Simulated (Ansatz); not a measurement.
CdS in the wurtzite structure, relaxed with r2SCAN. Space group P6_3mc (No. 186), hexagonal; a = 4.165 Å, c = 6.766 Å in the conventional setting, 25.41 Å³ an atom. Cd is surrounded by 4 S at 2.54–2.55 Å; S is surrounded by 4 Cd at 2.54–2.55 Å.

```yaml
crystal:
  lattice:
    - [4.16460, 0.00000, 0.00000]
    - [-2.08230, 3.60665, 0.00000]
    - [0.00000, 0.00000, 6.76601]
  atoms:
    - { symbol: Cd, position: [0.33333, 0.66667, 0.99904] }
    - { symbol: Cd, position: [0.66667, 0.33333, 0.49904] }
    - { symbol: S, position: [0.33333, 0.66667, 0.37596] }
    - { symbol: S, position: [0.66667, 0.33333, 0.87596] }
```

4 runs of the plane-wave code Ansatz on this cell differ in the functional (and in the settings that go with it). Levels are in eV from each run's valence top; v1 is the last filled band, c1 the first empty one.

Run A, mean stress +1.4 GPa (compression positive):
```tsv
point	v5	v3	v1	c1	c2	c3
Γ	-0.73	-0.04	0.00	1.17	2.76	6.46
M	-3.43	-1.80	-0.73	3.68	3.88	5.12
K	-3.59	-1.77	-1.58	4.71	5.03	5.03
A	-2.41	-0.38	-0.38	2.81	2.81	6.15
L	-4.02	-1.29	-1.27	3.48	3.48	5.36
H	-3.91	-2.34	-1.07	4.37	4.37	6.11
```

Run B, mean stress +0.2 GPa (compression positive):
```tsv
point	v5	v3	v1	c1	c2	c3
Γ	-0.78	-0.04	0.00	2.19	3.85	7.63
M	-3.64	-1.93	-0.78	4.81	4.92	6.10
K	-3.78	-1.90	-1.71	5.63	6.32	6.32
A	-2.53	-0.40	-0.40	3.88	3.88	7.28
L	-4.29	-1.39	-1.36	4.51	4.51	6.48
H	-4.15	-2.51	-1.14	5.52	5.52	7.13
```

Run C, mean stress 0.0 GPa (compression positive):
```tsv
point	v5	v3	v1	c1	c2	c3
Γ	-0.74	-0.04	0.00	1.63	3.23	6.99
M	-3.44	-1.84	-0.74	4.15	4.26	5.43
K	-3.59	-1.81	-1.62	4.97	5.54	5.54
A	-2.40	-0.38	-0.38	3.27	3.27	6.60
L	-4.06	-1.32	-1.29	3.88	3.88	5.80
H	-3.93	-2.39	-1.09	4.85	4.85	6.41
```

Run D, mean stress +0.1 GPa (compression positive):
```tsv
point	v5	v3	v1	c1	c2	c3
Γ	-0.80	-0.03	0.00	2.83	4.54	8.35
M	-3.69	-1.97	-0.80	5.52	5.62	6.80
K	-3.84	-1.94	-1.74	6.32	7.06	7.06
A	-2.58	-0.41	-0.41	4.57	4.57	8.00
L	-4.36	-1.42	-1.38	5.21	5.21	7.19
H	-4.21	-2.56	-1.17	6.22	6.22	7.84
```

Q: Match the runs to PBE, r2SCAN, HSE06, PBE0.

A: A is PBE, B is HSE06, C is r2SCAN, D is PBE0. In order of the gap: PBE 1.17, r2SCAN 1.63, HSE06 2.19, PBE0 2.83 eV.

No spin polarisation and no zero-point or thermal motion.

The runs are scalar-relativistic, without spin-orbit coupling.

The program warns that its thresholds are loose for a hybrid's stress.

The meshes of the hybrids are coarse, so their gaps aren't converged to the digits shown.
